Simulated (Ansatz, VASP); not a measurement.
# Mg: VASP beside Ansatz

```xyz
2
Lattice="3.2722 0.0000 0.0000 -1.6361 2.8338 0.0000 0.0000 0.0000 5.3125" Properties=species:S:1:pos:R:3 pbc="T T T"
Mg    0.0000    1.8892    1.3281
Mg    1.6361    0.9446    3.9844
```

Change from the starting cell: volume scaled by 1.06.

Alike in both runs: task single point; functional LDA; k mesh 12 × 12 × 7; occupations fermi-dirac, width 0.05 eV; no spin polarisation.

```csv
,VASP,Ansatz
version,VASP 6.6.1,Ansatz 0.2.0
potentials or method,"VASP PAW LDA potentials, release 64 (Mg), cutoff 520 eV","all-electron LAPW, scalar-relativistic"
```

|  | VASP | Ansatz | Ansatz less VASP |
| --- | --- | --- | --- |
| pressure (GPa) | -4.3 | -4.0 | +0.32 |
| largest component of the traceless stress (GPa) | 0.56 | 0.56 | 0.000 |

Ansatz ran all-electron here, so the differences hold the error of VASP's frozen core and of both bases.
